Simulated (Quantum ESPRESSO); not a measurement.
ZrC:

```
Zr C
1.0
     0.00000    2.36500    2.36500
     2.36500    0.00000    2.36500
     2.36500    2.36500    0.00000
Zr C
1 1
Cartesian
  2.3650 2.3650 2.3650
  0.0000 0.0000 0.0000
```

| Property | Result |
| --- | --- |
| Program | Quantum ESPRESSO 7.5 |
| Task | phonon dispersion |
| Functional | PBEsol |
| Potentials or basis | PseudoDojo 0.4.1 SR PBEsol standard |
| Cutoff | 1116 eV |
| Density cutoff | 4463 eV |
| k mesh | 8 × 8 × 8 |
| Occupations | cold, width 0.2 eV |
| Spin | no spin polarisation |
| Mixing beta | 0.5 |
| Most SCF iterations | 120 |
| SCF threshold | 4e-10 Ry |
| q mesh | 2 × 2 × 2 |

The cell and the atoms were relaxed first, to 12.73 Å³/atom (a = 3.303 Å, b = 3.303 Å, c = 3.303 Å, α = 60.00°, β = 60.00°, γ = 60.00°), and the response was taken there.

Q: Is this structure dynamically stable at this level, and how far does the spectrum reach?

A: Yes, as far as this q mesh shows: no mode on the path is imaginary. The highest frequency is 667 cm⁻¹.

Phonon frequencies at the corners of the path (cm⁻¹, interpolated; i marks imaginary ones):
| point | frequencies |
| --- | --- |
| Γ | 0 0 0 458 458 458 |
| X | 221 221 269 476 476 536 |
| W | 231 255 255 510 540 540 |
| K | 208 261 264 489 543 552 |
| L | 189 189 330 529 529 667 |
| U | 208 261 264 489 543 552 |

Harmonic thermodynamics per atom at this volume (zero-point energy 70.2 meV, Debye temperature from the second moment 763 K):
```
 T (K)  free energy (meV)  entropy (k_B)  heat capacity Cv (k_B)
    50               70.2           0.04                    0.15
   100               69.5           0.32                    0.74
   200               63.2           1.16                    1.71
298.15               50.0           1.95                    2.25
   500                4.2           3.24                    2.68
   800              -97.7           4.55                    2.87
```

Phonon states per cell in windows of 50 cm⁻¹ (negative: imaginary):
```
from (cm⁻¹)  total    Zr     C
          0   0.00  0.00  0.00
         50   0.03  0.03  0.00
        100   0.14  0.14  0.01
        150   0.77  0.76  0.01
        200   1.16  1.15  0.01
        250   0.76  0.76  0.00
        300   0.15  0.15  0.00
        350   0.00  0.00  0.00
        400   0.00  0.00  0.00
        450   0.66  0.02  0.64
        500   1.49  0.01  1.48
        550   0.57  0.00  0.57
        600   0.25  0.00  0.25
        650   0.02  0.00  0.02
```

A q mesh this small can miss soft modes between its points.

Caveat: the mesh is thin for the phonons of a metal; the q mesh is small, so phonon branches between its points and thermal values are rough.
